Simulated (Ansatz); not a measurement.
TiAl in Ansatz: convergence with k mesh

TiAl:

```
Ti Al
1.0
     2.86726    0.00000    0.00000
    -1.43363    2.48312    0.00000
     0.00000    0.00000    4.67808
Ti Al
1 1
Direct
  0.99025 0.00486 0.01131
  0.34812 0.66269 0.51633
```

The cell comes from a database or a generator and needn't be the stable form of this composition.

The cell isn't the ideal one: atoms moved at random, drawn with an rms of 0.05 Å.

| Item | Value |
| --- | --- |
| Program | Ansatz 0.2.0 |
| Task | convergence study |
| Functional | r2SCAN |
| Potentials or basis | Ansatz PAW |
| Cutoff | 500 eV (not typed: the program's choice for these potentials) |
| k mesh | 3 × 3 × 2 |
| Occupations | fermi-dirac, width 0.05 eV |
| Spin | no spin polarisation |

These are the settings of the first run; the series varies k mesh, with any setting tied to it.

Hardware: 2 threads of Arm Neoverse V2, on a shared host.

```csv
k mesh,"energy less the tightest run, at zero smearing (meV/atom)",pressure (GPa),largest force (eV/Å),SCF cycles,CPU time (s),peak memory (GiB)
3 × 3 × 2,195.29,-1.45,0.117,9,3.3,0.35
4 × 4 × 2,83.67,-1.36,0.233,8,3.5,0.36
5 × 5 × 3,-0.70,-0.38,0.245,8,4.9,0.38
6 × 6 × 3,4.39,-0.67,0.245,7,5.6,0.4
8 × 8 × 4,6.14,-0.95,0.235,7,9.7,0.45
10 × 10 × 5,-3.65,-1.02,0.239,7,16,0.52
12 × 12 × 7,3.14,-1.03,0.238,8,32,0.66
15 × 15 × 8,1.58,-1.02,0.239,7,55,0.88
17 × 17 × 9,0.00,-0.97,0.242,7,77,1.1
```

Against the tightest run, the pressure stays within 0.1 GPa from 8 × 8 × 4 on; the largest force stays within 0.005 eV/Å from 10 × 10 × 5 on. Not settled before the last step: the energy (to 1 meV/atom). Meshes of other sizes hit other points, so gaps and Fermi surfaces needn't settle smoothly. The tightest run that finished is the yardstick and may itself not be fully converged.

Caveat, for the tightest run too: the PAW data sets come from PBE, with cores solved anew for the run's functional, which leaves a small shift of forces and pressure.
